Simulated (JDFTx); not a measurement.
Pd:

```
Pd
1.0
     0.00000    1.94650    1.94650
     1.94650    0.00000    1.94650
     1.94650    1.94650    0.00000
Pd
1
Direct
  0.00000 0.00000 0.00000
```

| Property | Result |
| --- | --- |
| Program | JDFTx 1.7.0 (patched build) |
| Task | relaxation of cell and atoms |
| Functional | PBE |
| Potentials or basis | PseudoDojo-SR-PBE-0.5-stringent with smoothed tails |
| Cutoff | 1116 eV |
| Density cutoff | 4463 eV |
| k mesh | 12 × 12 × 12 |
| Occupations | fermi-dirac, width 0.05 eV |
| Spin | no spin polarisation |

At the start: pressure 6.8 GPa; volume 14.75 Å³/atom.

Question: Where does the relaxation end?

Answer: Over 6 steps the energy falls by 11.1 meV/atom and the volume is 15.29 Å³/atom (+3.7 %); space group Fm-3m (No. 225, to 0.05 Å).

Step by step:
| step | energy change (eV) | largest force (eV/Å) | pressure (GPa) | volume (Å³) |
| --- | --- | --- | --- | --- |
| 1 | 0.0000 | 0.0000 | 6.79 | 14.75 |
| 2 | -0.0052 | 0.0000 | 4.88 | 14.89 |
| 3 | -0.0110 | 0.0000 | 0.37 | 15.26 |
| 4 | -0.0111 | 0.0000 | 0.04 | 15.29 |
| 5 | -0.0111 | 0.0000 | 0.00 | 15.29 |
| 6 | -0.0111 | 0.0000 | 0.00 | 15.29 |

Final structure:
```xyz
1
Lattice="0.0000 1.9699 1.9699 1.9699 0.0000 1.9699 1.9699 1.9699 0.0000" Properties=species:S:1:pos:R:3 pbc="T T T"
Pd    0.0000    0.0000    0.0000
```

Caveat: this set's palladium file may shift the pressure by some GPa.
